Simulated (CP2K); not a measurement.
Runs of CP2K 2026.2 on CaSe. Symmetry: Fm-3m, No. 225, cubic system. Conventional cell: a = 5.912 Å, b = 5.912 Å, c = 5.912 Å, α = 90.00°, β = 90.00°, γ = 90.00°. Se (site symmetry m-3m) has 6 Ca at 2.96 Å as nearest neighbours. Around Ca (site symmetry m-3m) lie 6 Se at 2.96 Å. 

```csv
level,potentials or basis,spin,soc after scf,k points reduced by the point group,gap on the mesh (eV),pressure (GPa)
HLE16,"GTH_SOC_POTENTIALS Se GTH-PBE-q6, Ca GTH-PBE-q10; DZVP-MOLOPT-SR-GTH basis","SOC, no magnetisation",yes,-,-,-3.5
HLE16,"GTH_POTENTIALS Se GTH-PBE-q6, Ca GTH-PBE-q10; DZVP-MOLOPT-SR-GTH basis",off,-,yes,(a),-3.5
PBE,"GTH_SOC_POTENTIALS Se GTH-PBE-q6, Ca GTH-PBE-q10; DZVP-MOLOPT-SR-GTH basis","SOC, no magnetisation",yes,-,-,1.9
PBE,"GTH_POTENTIALS Se GTH-PBE-q6, Ca GTH-PBE-q10; DZVP-MOLOPT-SR-GTH basis",off,-,yes,2.07,1.9
```

Alike in all rows: task band structure; cell as given; k mesh 8 × 8 × 8; smearing fermi-dirac 0.05 eV.

**Question.** Fill in the values left out.

**Answer.** (a) 2.62.

Caveats: the basis of atomic orbitals isn't converged, which shifts pressures, moduli and gaps; the potentials were made for a functional far from this one (some runs); the potentials were made for another functional, which shifts forces and pressure (some runs).

A k mesh can miss the band edges, and rows without SOC leave out spin-orbit coupling on Se.
